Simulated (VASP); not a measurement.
VASP 6.6.1 run: LiH

INCAR

```
NELM = 97
IMIX = 1
ISMEAR = 0
NBANDS = 9
AMIX = 3
NSW = 0
LREAL = .FALSE.
LWAVE = .FALSE.
ENCUT = 520
LCHARG = .FALSE.
EDIFF = 1E-7
PREC = Accurate
ISIF = 2
IBRION = -1
LASPH = .TRUE.
METAGGA = R2SCAN
BMIX = 0.0001
SIGMA = 0.01
ALGO = Normal
```

KPOINTS

```
KPOINTS created by Atomic Simulation Environment
0
Gamma
10 10 10
0 0 0
```

POSCAR

```
Li H
 1.0000000000000000
     0.0000000000000000    2.0330397637000002    1.9934559256000000
     2.0330397637000002    0.0000000000000000    1.9934559256000000
     2.0330397637000002    2.0330397637000002    0.0000000000000000
 Li  H
   1   1
Cartesian
  0.0000000000000000  0.0000000000000000  0.0000000000000000
  2.0330397636999997  2.0330397636999997  1.9934559256000000
```

The recommended PBE PAW datasets give the neutral cell 4 valence electrons.

Command

```
mpirun -np 1 vasp_std
```

OSZICAR

```
N       E                     dE             d eps       ncg     rms          rms(c)
DAV:   1    -0.291428019952E+01   -0.29143E+01   -0.14621E+03  1868   0.424E+02
DAV:   2    -0.735037486765E+01   -0.44361E+01   -0.44192E+01  2643   0.566E+01
DAV:   3    -0.740326243199E+01   -0.52888E-01   -0.52872E-01  2288   0.521E+00
DAV:   4    -0.740352505998E+01   -0.26263E-03   -0.26258E-03  2628   0.310E-01
DAV:   5    -0.740352653679E+01   -0.14768E-05   -0.14768E-05  2300   0.161E-02    0.272E+00
DAV:   6    -0.858214358171E+01   -0.11786E+01   -0.70405E+00  1880   0.108E+01    0.779E+00
DAV:   7    -0.234234996288E+02   -0.14841E+02   -0.48994E+01  1938   0.227E+01    0.233E+01
DAV:   8    -0.231294141611E+03   -0.20787E+03   -0.79786E+02  1958   0.108E+02    0.610E+01
DAV:   9    -0.174397112354E+04   -0.15127E+04   -0.62175E+03  2822   0.109E+02    0.178E+02
```

Standard output (part)

```
POSCAR found type information on POSCAR LiH
 POSCAR found :  2 types and       2 ions
 LDA part: xc-table for (None), standard interpolation
 POSCAR, INCAR and KPOINTS ok, starting setup
 WAVECAR not read
 entering main loop
|     EEEEEEE  RRRRRR   RRRRRR   OOOOOOO  RRRRRR      ###     ###     ###     |
|     E        R     R  R     R  O     O  R     R     ###     ###     ###     |
|     E        R     R  R     R  O     O  R     R     ###     ###     ###     |
|     EEEEE    RRRRRR   RRRRRR   O     O  RRRRRR       #       #       #      |
|     E        R    R   R    R   O     O  R    R      ###     ###     ###     |
|     EEEEEEE  R     R  R     R  OOOOOOO  R     R     ###     ###     ###     |
|     ERROR FEXCP: supplied Exchange-correletion table                        |
|      is too small, maximal index : 4373                                     |
|       ---->  I REFUSE TO CONTINUE WITH THIS SICK JOB ... BYE!!! <----       |
```

VASP stopped with an error.

Question: Why shouldn't this run be trusted?

Answer: Mixing far too strong. VASP stopped with an error.
